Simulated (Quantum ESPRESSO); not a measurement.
The system is BeS.

```
S Be
1.0
     0.00000    2.42500    2.42500
     2.42500    0.00000    2.42500
     2.42500    2.42500    0.00000
S Be
1 1
Cartesian
  3.6375 3.6375 3.6375
  0.0000 0.0000 0.0000
```

Base run:

* Program: Quantum ESPRESSO 7.5
* Functional: BLYP
* Potentials or basis: GBRV 1.5 PBE
* Cutoff: 612 eV
* Density cutoff: 4898 eV
* k mesh: 6 × 6 × 6, shifted
* Occupations: fermi-dirac, width 0.05 eV
* Spin: no spin polarisation

Its results: pressure 5.0 GPa; electronic dielectric tensor (diagonal) 5.11.

Q: The run is repeated on the same cell with these changes: functional from BLYP to LDA; potentials or basis from GBRV 1.5 PBE to GBRV 1.5 LDA. What comes out?

A: Pressure -3.2 GPa; electronic dielectric tensor (diagonal) 5.38.

Caveats: the cell is more than 3 GPa from zero pressure, which shifts response properties; the potentials were made for another functional, which shifts forces and pressure (some runs).
